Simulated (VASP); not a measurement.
Input of a VASP 6.6.1 run:

File run.py:

```python
from ase.calculators.vasp import Vasp
from ase.dft.bandgap import bandgap
from ase.io import read

atoms = read('Si.xyz')
calc = Vasp(
    directory='calc',
    xc='pbe',
    pp='PBE',
    setups='gw',
    prec='Accurate',
    encut=550,
    ediff=1e-06,
    ismear=0,
    sigma=0.05,
    lreal=False,
    lasph=True,
    nelm=60,
    algo='Normal',
    isif=2,
    lwave=False,
    lcharg=False,
    kpts=[8, 8, 8],
    gamma=True,
    nbands=16,
)
atoms.calc = calc

print('energy (eV):', atoms.get_potential_energy())
print('free energy (eV):', atoms.get_potential_energy(force_consistent=True))
print('forces (eV/A):')
print(atoms.get_forces())
print('stress (eV/A^3, Voigt):', atoms.get_stress())
print('Fermi level (eV):', calc.get_fermi_level())
gap, top, bottom = bandgap(calc)
print('band gap (eV):', gap, 'from (spin, k, band)', top, 'to', bottom)
```

Contents of Si.xyz:

```xyz
4
Lattice="-3.3254442900 3.3254442900 1.9223856600 3.3254442900 -3.3254442900 1.9223856600 3.3254442900 3.3254442900 -1.9223856600" Properties=species:S:1:pos:R:3 pbc="T T T"
Si    -2.1362583620      2.1362583620      1.9223856600
Si     2.1362583620     -2.1362583620      1.9223856600
Si     2.1362583620      2.1362583620      1.9223856600
Si     1.1891859280      1.1891859280      0.0000000000
```

Potentials or basis: VASP PAW PBE potentials, release 64 (Si_GW).

Launch:

```bash
$ python run.py
```

Q: What does it give for the band gap on the k mesh?

A: 0.26 eV, indirect (least direct gap 0.39 eV).

Q: What does it give for the largest force?

A: 0.008 eV/Å.

Q: Predict the pressure.

A: 1.4 GPa.

Forces on the atoms (eV/Å):
```
Si  -0.006  0.006  0.000
Si   0.006 -0.006  0.000
Si   0.006  0.006  0.000
Si  -0.006 -0.006  0.000
```

A k mesh can miss the band edges.
